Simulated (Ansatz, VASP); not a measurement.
OH2 in VASP and in Ansatz

```
O H
1.0
    15.00000    0.00000    0.00000
     0.00000   15.50000    0.00000
     0.00000    0.00000   16.00000
O H
1 2
Direct
  0.50009 0.47993 0.48450
  0.55085 0.51145 0.50629
  0.44905 0.50861 0.50921
```

Alike in both runs: functional PBE; dispersion D3(BJ); k mesh 1 × 1 × 1; occupations gaussian, width 0.005 eV; no spin polarisation.

Ansatz relaxed the structure, and its values are those at the end. VASP's run is a single point on that final structure, the one shown.

|  | VASP | Ansatz |
| --- | --- | --- |
| version | VASP 6.6.1 | Ansatz 0.2.0 |
| potentials or method | VASP PAW PBE potentials, release 64 (O, H) | scalar-relativistic, plane waves, PAW |
| plane-wave cutoff (eV) | 520 | 420 |
| valence electrons in the cell | 8 | 8 |

Ansatz gave:

| Property | Result |
| --- | --- |
| gap on the k mesh at the Fermi level (eV) | 6.25 |
| least direct gap on the mesh (eV) | 6.25 |
| rms of the force components (eV/Å) | 0.001 |

**Question.** What did VASP give for the same quantities?

**Answer.** gap on the k mesh at the Fermi level (eV): 6.23; least direct gap on the mesh (eV): 6.23; rms of the force components (eV/Å): 0.068.

Expect the measured gap to be larger: semilocal functionals such as PBE lack the derivative discontinuity.
